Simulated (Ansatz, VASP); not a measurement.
# InSe in VASP and in Ansatz

INCAR

```
  PREC = Accurate
  ENCUT = 600
  EDIFF = 1E-6
  ISMEAR = 0
  SIGMA = 0.1
  LREAL = F
  LASPH = T
  NELM = 100
  ALGO = Normal
  ISIF = 3
  LWAVE = F
  LCHARG = F
  GGA = PE
  IBRION = 2
  NSW = 100
  EDIFFG = -0.01
```

Contents of KPOINTS:

```
Automatic mesh
0
Gamma
  16 16 16
```

POSCAR

```
InSe
1.0
    0.0000000000      2.9599460300      2.9599460300
    2.9599460300      0.0000000000      2.9599460300
    2.9599460300      2.9599460300      0.0000000000
In Se
1 1
Direct
    0.5000000000      0.5000000000      0.5000000000
    0.0000000000      0.0000000000      0.0000000000
```

Input for Ansatz:

```yaml
crystal:
  lattice:
    - [0.0, 2.95994603, 2.95994603]
    - [2.95994603, 0.0, 2.95994603]
    - [2.95994603, 2.95994603, 0.0]
  atoms:
    - { symbol: In, position: [0.5, 0.5, 0.5] }
    - { symbol: Se, position: [0.0, 0.0, 0.0] }
basis:
  ecutwfc: 420
kpoints:
  mp_grid: { grid: [16, 16, 16] }
hamiltonian:
  xc: pbe
scf:
  occupations: { method: gaussian, width: 0.1 }
output:
  forces: true
  stress: true
  eigenvalues: true
relax:
  adjacent_minimum: "off"
  f_tol: 0.01
  max_steps: 80
  cell: { stress_tol: 0.05 }
```

Change from the starting cell: species swapped into the YbS type (Fm-3m, No. 225).

Alike in both runs: task relaxation of cell and atoms; functional PBE; k mesh 16 × 16 × 16; occupations gaussian, width 0.1 eV; no spin polarisation.

|  | VASP | Ansatz |
| --- | --- | --- |
| version | VASP 6.6.1 | Ansatz 0.2.0 |
| potentials or method | VASP PAW PBE potentials, release 64 (In_d, Se) | scalar-relativistic, plane waves, PAW |
| plane-wave cutoff (eV) | 600 | 420 |
| valence electrons in the cell | 19 | 29 |

```csv
,VASP,Ansatz,Ansatz less VASP
"gap on the k mesh at the Fermi level, each at its own relaxed structure (eV)",none,none,-
relaxed volume (Å³/atom),26.03,26.03,-0.001
relaxed cell length with the largest relative difference (Å),4.191,4.191,-0.0001
```

A gap of «none» marks a metal or a gap that the smearing closes. The two sets of potentials don't hold the same shells in valence.
